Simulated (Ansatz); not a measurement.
`OCc1ccccc1` + H₂S → `SCc1ccccc1` + H₂O  (substitution at a C–O bond)

Isolated molecules relaxed with PBE0-D4/def2-TZVP in Ansatz; ΔE leaves out vibrations. CCSD(T)/CBS adds triple-zeta CCSD(T) − MP2 to the extrapolated MP2 energy (def2 sets, frozen cores). This one scheme is used for every species. Functionals use def2-TZVPP. One conformer a species, not always the lowest.

| level | ΔE (eV) |
| --- | --- |
| PBE0-D4 | -0.38 |
| BHLYP-D4 | -0.33 |

(1) What does CCSD(T)/CBS give? (Estimate.)

Largest T1 diagnostic among the species: 0.010.

Answers

(1) Computed: -0.43 eV. The listed levels differ from it by 0.05, 0.10 eV.

At CCSD(T), def2-SVP lies +0.28 eV from the extrapolated value and def2-TZVPP +0.07 eV. In def2-TZVPP, CCSD(T) changes the Hartree–Fock value by −0.15 eV (the triples alone add −0.03 eV) and MP2 by −0.27 eV.

CCSD(T)/CBS has its own doubt, a few kJ/mol and more with outer-core shells, so smaller differences from it don't rank the levels.
